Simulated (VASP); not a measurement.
# Se (P3_121) in VASP: single point with PBE+D3(BJ)

Aim: the single point of Se with PBE+D3(BJ).

Everything below comes from runs of VASP 6.6.1. Logs are shortened: lines on timing, memory, paths and dates and some standing lists are left out, and cuts for length are marked.

## (1) The structure

It takes space group P3_121 (No. 152, trigonal). Conventional cell: a = 4.366 Å, b = 4.366 Å, c = 4.954 Å, α = 90.00°, β = 90.00°, γ = 120.00°. Around Se (site symmetry 2) lie 2 Se at 2.37 Å.

## (2) Single point, PBE+D3(BJ)

INCAR reads:

```
PREC     = Accurate       # precision mode
ENCUT    = 520            # plane-wave cutoff, eV
EDIFF    = 1E-6           # SCF threshold, eV
ISMEAR   = 0              # smearing method
SIGMA    = 0.1            # smearing width, eV
LREAL    = F              # projectors in reciprocal space
LASPH    = T              # aspherical terms in the spheres
NELM     = 100            # most SCF steps
ALGO     = Normal         # electronic algorithm
ISIF     = 2              # what is computed and relaxed
LWAVE    = F              # write WAVECAR
LCHARG   = T              # write CHGCAR
GGA      = PE             # functional
IVDW     = 12             # dispersion correction
LELF     = T              # ELF
LVHAR    = T            
NBANDS   = 16             # bands
```

KPOINTS reads:

```
Automatic mesh
0
Gamma
  6 6 4
```

POSCAR reads:

```
Se
1.0
    4.3661999489      0.0000000000      0.0000000000
   -2.1830999745      3.7812400738      0.0000000000
    0.0000000000      0.0000000000      4.9536000000
Se
3
Direct
    0.2254000000      0.0000000000      0.3333333333
    0.0000000000      0.2254000000      0.6666666667
    0.7746000000      0.7746000000      0.0000000000
```

Potentials or basis: VASP PAW PBE potentials, release 64 (Se).

On the command line:

```bash
> cat potpaw_PBE.64/Se/POTCAR > POTCAR
> mpirun -np 1 vasp_std > vasp.out
```

OUTCAR:

```text
PREC = Accurate
   ENCUT = 520
   EDIFF = 1E-6
   ISMEAR = 0
   LREAL = F
   LASPH = T
   NELM = 100
   ISIF = 2
   GGA = PE
   IVDW = 12
 IVDW          = 12

 ion  position               nearest neighbor table
   1  0.225  0.000  0.333-   3 2.37   2 2.37
   2  0.000  0.225  0.667-   3 2.37   1 2.37
   3  0.775  0.775  0.000-   1 2.37   2 2.37

  LATTYP: Found a hexagonal cell.
 ALAT       =     4.3661999489
 C/A-ratio  =     1.1345334749

  Lattice vectors:

 A1 = (   4.3661999489,   0.0000000000,   0.0000000000)
 A2 = (  -2.1830999745,   3.7812400738,   0.0000000000)
 A3 = (   0.0000000000,   0.0000000000,   4.9536000000)

Analysis of symmetry for initial positions (statically):
=====================================================================
 Subroutine PRICEL returns:
 Original cell was already a primitive cell.

 Routine SETGRP: Setting up the symmetry group for a
 hexagonal supercell.

 Subroutine GETGRP returns: Found  6 space group operations
 (whereof  2 operations were pure point group operations)
 out of a pool of 24 trial point group operations.

The static configuration has the point symmetry C_2 .
 The point group associated with its full space group is D_3 .

Analysis of symmetry for dynamics (positions and initial velocities):
=====================================================================
 Subroutine PRICEL returns:
 Original cell was already a primitive cell.

 Routine SETGRP: Setting up the symmetry group for a
 hexagonal supercell.

 Subroutine GETGRP returns: Found  6 space group operations
 (whereof  2 operations were pure point group operations)
 out of a pool of 24 trial point group operations.

The dynamic configuration has the point symmetry C_2 .
 The point group associated with its full space group is D_3 .

 Subroutine INISYM returns: Found  6 space group operations
 (whereof  2 operations are pure point group operations),
 and found     1 'primitive' translations

----------------------------------------------------------------------------------------

                                     Primitive cell

  volume of cell :      81.7822

  direct lattice vectors                    reciprocal lattice vectors
     4.366199949  0.000000000  0.000000000     0.229032113  0.132231752  0.000000000
    -2.183099975  3.781240074  0.000000000     0.000000000  0.264463504  0.000000000
     0.000000000  0.000000000  4.953600000     0.000000000  0.000000000  0.201873385
[... 85 lines left out ...]
   EDIFF  = 0.1E-05   stopping-criterion for ELM
   LREAL  =      F    real-space projection
   EDIFFG = 0.1E-04   stopping-criterion for IOM
   NSW    =      0    number of steps for IOM
   IBRION =     -1    ionic relax: 0-MD 1-quasi-New 2-CG
   NFREE  =      0    steps in history (QN), initial steepest desc. (CG)
   ISIF   =      2    stress and relaxation
   ISYM   =      2    0-nonsym 1-usesym 2-fastsym
   POTIM  = 0.5000    time-step for ionic-motion
   TEBEG  =    0.0;   TEEND  =   0.0 temperature during run
   PSTRESS=    0.0 pullay stress
   NELECT =      18.0000    total number of electrons
   NUPDOWN=      -1.0000    fix difference up-down
   EMIN   =  10.00;   EMAX   =-10.00  energy-range for DOS
   EFERMI =   0.00;   METHOD = LEGACY
   ISMEAR =     0;   SIGMA  =   0.10  broadening in eV -4-tet -1-fermi 0-gaus
   EFERMI_NEDOS =   21; number of points for ismear=-14 and -15
   IALGO  =     38    algorithm
   IMIX   =      4    mixing-type and parameters
     AMIX     =   0.40;   BMIX     =  1.00
     AMIX_MAG =   1.60;   BMIX_MAG =  1.00
  volume/ion in A,a.u.               =      27.26       183.96
  Fermi-wavevector in a.u.,A,eV,Ry     =   0.988430  1.867862 13.292817  0.976995
  Thomas-Fermi vector in A             =   2.119956
   LORBIT       =      0    0 simple, 1 ext, 2 COOP (PROOUT), +10 PAW based schemes
   GGA     = PE    functional components
   LHFCALC =     F    Hartree Fock is set to
   AEXX    =    0.0000 exact exchange contribution
   IVDW    =    12    specifies the selected vdW correction
   LEPSILON=     F    determine dielectric tensor
   LRPA    =     F    only Hartree local field effects (RPA)
 non-spin polarized calculation
 Gauss-broadening in eV      SIGMA  =   0.10
  energy-cutoff  :      520.00
  volume of cell :       81.78
 maximum number of plane-waves:      2216
   NGX = 17   NGY = 17   NGZ = 19

 number of electron      18.0000001 magnetization

 Free energy of the ion-electron system (eV)
  ---------------------------------------------------
  ext. energy  EPLUGINS =         0.00000000
  ---------------------------------------------------
  free energy    TOTEN  =       -10.46825018 eV

  energy without entropy =      -10.46825018  energy(sigma->0) =      -10.46825018

 E-fermi :   3.1183     XC(G=0):  -8.8422

 val. band max:        2.6895803541   @ k =   0.5000   0.0000   0.5000
 cond. band min:       3.7012514492   @ k =   0.3333   0.3333   0.5000
 fundamental gap:      1.0116710951
 Fermi energy:         3.1182870098

 k-point     1 :       0.0000    0.0000    0.0000
  band No.  band energies     occupation
      1     -13.1743      2.00000
      2      -9.0515      2.00000
      3      -9.0515      2.00000
      4      -1.1587      2.00000
      5      -1.1587      2.00000
      6      -1.0820      2.00000
[... 433 lines left out ...]
      3      -7.9503      2.00000
      4      -3.0684      2.00000
      5      -2.2757      2.00000
      6      -2.2757      2.00000
[... 8 lines left out ...]
     15      11.3029      0.00000
     16      11.3029      0.00000

------------------------ aborting loop because EDIFF is reached ----------------------------------------

 Edisp (eV)   -0.94632

 E8    (eV) :    -0.3892

  FORCE on cell =-STRESS in cart. coord.  units (eV):
  Direction    XX          YY          ZZ          XY          YZ          ZX
  --------------------------------------------------------------------------------------
  -------------------------------------------------------------------------------------
  Total       0.11009     0.11009     1.10526    -0.00000    -0.00000    -0.00000
  in kB       2.15670     2.15670    21.65292    -0.00000    -0.00000    -0.00000
  external pressure =        8.66 kB  Pullay stress =        0.00 kB

 VOLUME and BASIS-vectors are now :
 -----------------------------------------------------------------------------
  energy-cutoff  :      520.00
  volume of cell :       81.78
      direct lattice vectors                 reciprocal lattice vectors
     4.366199949  0.000000000  0.000000000     0.229032113  0.132231752  0.000000000
    -2.183099975  3.781240074  0.000000000     0.000000000  0.264463504  0.000000000
     0.000000000  0.000000000  4.953600000     0.000000000  0.000000000  0.201873385

 POSITION                                       TOTAL-FORCE (eV/Angst)
 -----------------------------------------------------------------------------------
      0.98414      0.00000      1.65120         0.449275      0.000000     -0.000000
     -0.49207      0.85229      3.30240        -0.224637      0.389083      0.000000
      1.69103      2.92895      0.00000        -0.224637     -0.389083      0.000000
 -----------------------------------------------------------------------------------
    total drift:                                0.000000      0.000000      0.000000

  FREE ENERGIE OF THE ION-ELECTRON SYSTEM (eV)
  ---------------------------------------------------
  free  energy   TOTEN  =       -11.4145663908 eV

  energy  without entropy=      -11.4145663908  energy(sigma->0) =      -11.41456639
```

OSZICAR:

```text
N       E                     dE             d eps       ncg     rms          rms(c)
DAV:   1     0.845688581403E+02    0.84569E+02   -0.72496E+03   768   0.936E+02
DAV:   2    -0.500425984266E+01   -0.89573E+02   -0.84441E+02  1048   0.156E+02
DAV:   3    -0.105069940880E+02   -0.55027E+01   -0.54859E+01   904   0.441E+01
DAV:   4    -0.105468753995E+02   -0.39881E-01   -0.39877E-01  1040   0.444E+00
DAV:   5    -0.105471597476E+02   -0.28435E-03   -0.28435E-03   936   0.368E-01    0.703E+00
DAV:   6    -0.104887470496E+02    0.58413E-01   -0.34940E-02   976   0.117E+00    0.435E+00
DAV:   7    -0.104687411493E+02    0.20006E-01   -0.72100E-02   880   0.165E+00    0.200E-01
DAV:   8    -0.104680942176E+02    0.64693E-03   -0.85898E-03   872   0.567E-01    0.101E-01
DAV:   9    -0.104682010860E+02   -0.10687E-03   -0.28381E-04  1088   0.108E-01    0.341E-02
DAV:  10    -0.104682469606E+02   -0.45875E-04   -0.49870E-05   864   0.475E-02    0.669E-03
DAV:  11    -0.104682502592E+02   -0.32986E-05   -0.77797E-06  1056   0.168E-02    0.375E-03
DAV:  12    -0.104682501775E+02    0.81770E-07   -0.15855E-06   720   0.815E-03
   1 F= -.11414566E+02 E0= -.11414566E+02  d E =-.122550E-10
```

Run time: 24 s. Hardware: 1 thread of Intel Xeon Platinum 8259CL at 2.50GHz (Skylake/Cascade Lake), shared host; peak memory 0.2 GiB.

What came out:

- Free energy: -11.4146 eV
- Pressure: 0.9 GPa
- Largest force: 0.449 eV/Å
- Band gap on the k mesh: 1.01 eV, indirect (least direct gap 1.24 eV)
- Dispersion energy per atom: -0.315 eV

Forces in eV/Å, atoms in the order of the input:
```
Se   0.449  0.000  0.000
Se  -0.225  0.389  0.000
Se  -0.225 -0.389  0.000
```
